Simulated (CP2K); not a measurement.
**Tl under changes of volume**

One of the cells (28.575 Å³/atom); the others are scaled copies at fixed shape and fractional positions:

```xyz
2
Lattice="3.4560 0.0000 0.0000 -1.7280 2.9930 0.0000 0.0000 0.0000 5.5250" Properties=species:S:1:pos:R:3 pbc="T T T"
Tl    1.7280    0.9977    4.1438
Tl    0.0000    1.9953    1.3813
```

- Program: CP2K 2026.2
- Functional: PBEsol
- Potentials or basis: POTENTIAL_UZH Tl GTH-PBE-q13; TZVP-MOLOPT-PBE-GTH basis
- Density cutoff: 6123 eV
- k mesh: 9 × 9 × 5
- Occupations: fermi-dirac, width 0.05 eV
- Spin: no spin polarisation

```csv
volume (Å³/atom),energy over the lowest point (meV/atom),pressure (GPa)
26.860,?,?
27.432,9.93,2.2
28.003,3.56,1.3
28.575,0.38,0.5
29.146,0.00,-0.3
29.718,2.10,-0.9
30.289,6.37,-1.5
```

**Question.** What does the run at 26.860 Å³/atom give?

**Answer.** Energy over the lowest point 19.89 meV/atom; pressure 3.3 GPa.

Worked out: A Birch-Murnaghan fit of order 3 (a polynomial in V^(-2/3)) to the other rows has its minimum at 28.94 Å³/atom with B0 = V·E''(V) = 37 GPa and B' = 5.4 at fixed shape and positions, which overstates the stiffness. It gives 19.93 meV/atom at 26.860 Å³/atom, against the run's 19.89, and -dE/dV = 3.4 GPa, against 3.3.

Energies are extrapolated to zero smearing.

Caveats: the potentials were made for another functional, which shifts forces and pressure; the basis of atomic orbitals isn't converged, which shifts pressures, moduli and gaps.
